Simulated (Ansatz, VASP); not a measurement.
Ti in VASP and in Ansatz

```
Ti
1.0
     2.76541    0.00000    0.00000
    -1.38270    2.39491    0.00000
     0.00000    0.00000    4.40210
Ti
2
Cartesian
  0.0000 1.5966 1.1005
  1.3827 0.7983 3.3016
```

Alike in both runs: functional LDA; k mesh 18 × 18 × 10; occupations fermi-dirac, width 0.08 eV; no spin polarisation.

Ansatz relaxed the structure, and its values are those at the end. VASP's run is a single point on that final structure, the one shown.

```csv
,VASP,Ansatz
version,VASP 6.6.1,Ansatz 0.2.0
potentials or method,"VASP PAW LDA potentials, release 64 (Ti_sv)","PAW with Ansatz's default frozen-core files, scalar-relativistic"
plane-wave cutoff (eV),520,420
valence electrons in the cell,24,24
```

```csv
,VASP,Ansatz,Ansatz less VASP
pressure (GPa),14.7,15.0,+0.28
```
